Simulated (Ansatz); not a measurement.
## Kick test of a cell of In

The cell was found from a structure generator's guess, not taken from experiment.

All numbers below come from DFT PBE, scalar-relativistic, plane waves, PAW (Ansatz 0.2.0). Settings: cutoff 420 eV, Γ-centred mesh 10×10×10 on the computed 3-atom cell, Gaussian smearing of 0.10 eV; no spin polarisation.

The cell below (3 atoms, space group Pm-3m (No. 221)) is relaxed within its symmetry.

```
CELL_PARAMETERS angstrom
4.50196 0.00000 0.00000
0.00000 4.50196 0.00000
0.00000 0.00000 4.50196
ATOMIC_POSITIONS crystal
In 0.50000 0.00000 0.00000
In 0.00000 0.50000 0.00000
In 0.00000 0.00000 0.50000
```

For the test a repeat of it with 6 atoms (edges 4.50, 4.50, 9.00 Å) was strained at random (σ = 1.5 % a component), the atoms were moved at random (σ = 0.05 Å), and all was relaxed again on a coarse 6×6×4 mesh (in the run’s order of axes) with 0.20 eV smearing, with no symmetry imposed.

Q: Is the structure stable against such a distortion?

A: It returns, within 1 meV/atom of the unmoved cell on that mesh and with the same symmetry when read at 0.1 Å (Pmc2_1 at 0.01 Å, so small strains and shifts remain). So it is stable against the distortions that fit this cell and that this random move excites. Modes that don't fit the cell aren't tested.
